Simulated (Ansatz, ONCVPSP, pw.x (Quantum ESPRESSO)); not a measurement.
**Pt (bcc): variants of one ONCV potential in the solid**

```
Element                 : Pt
Generator               : ONCVPSP 4.0.1.1 (patched build)
Type                    : optimised norm-conserving Vanderbilt (ONCV)
Functional              : PBE
Relativity              : scalar-relativistic
Frozen core             : [Kr] 4d10 4f14
Valence charge          : 18
Reference configuration : 5s2 5p6 5d9 6s1
Partial waves           : 5s+6s: rc 1.70 bohr, ncon 3, nbas 6, qcut 8.7 1/bohr, 2 projectors; 5p: rc 1.45 bohr, ncon 4, nbas 7, qcut 9.9 1/bohr, 1 projector; 5d: rc 2.20 bohr, ncon 5, nbas 10, qcut 6.5 1/bohr, 2 projectors, debl 0.4 Ha
Local potential         : polynomial inside 1.40 bohr (lpopt 5, dvloc0 3 Ha)
Core correction         : Teter function, fcfact 3, rcfact 1.15
```

Crystal test: bcc Pt in pw.x 7.5, no spin, 15³ k-points, Fermi–Dirac smearing 0.01 Ry, cutoffs set for each file from its atomic test. The reference is all-electron LAPW (Ansatz 0.2.0) with the same functional, mesh and smearing; V0 and B0 come from Birch–Murnaghan fits to the pressures at five volumes. Errors are pseudo minus all-electron; Δ is the rms difference of the E(V) curves that follow from these fits, minima aligned, over ±6 % about the mean V0. Mesh and smearing are coarse, so the numbers serve the comparison and aren't converged zero-temperature values; the lattice is a test structure that the element need not adopt.

All-electron: a0 = 3.165 Å (V0 = 15.85 Å³/atom), B0 = 235.3 GPa.

Base: This is a poor potential for the solid. The atomic tests give no hint of an error of this size, and its cause was not traced.

A dash in a converged row means that the minimum lies outside the volumes sampled.

| change | cutoffs (Ry) | pw.x | mean pressure error (GPa) |
| --- | --- | --- | --- |
| base | 95/380 | converged | -40.65 |
| d: rc 1.72 | 95/380 | converged | -40.76 |
| d: rc 1.94 | 95/380 | converged | -40.51 |
| d: rc 2.26 | 95/380 | converged | -40.58 |
| d: rc 2.72 | 95/380 | converged | -40.12 |

Problem. Give the row for: d: rc 3.04.

Solution. pw.x: converged; mean pressure error (GPa): -39.72.
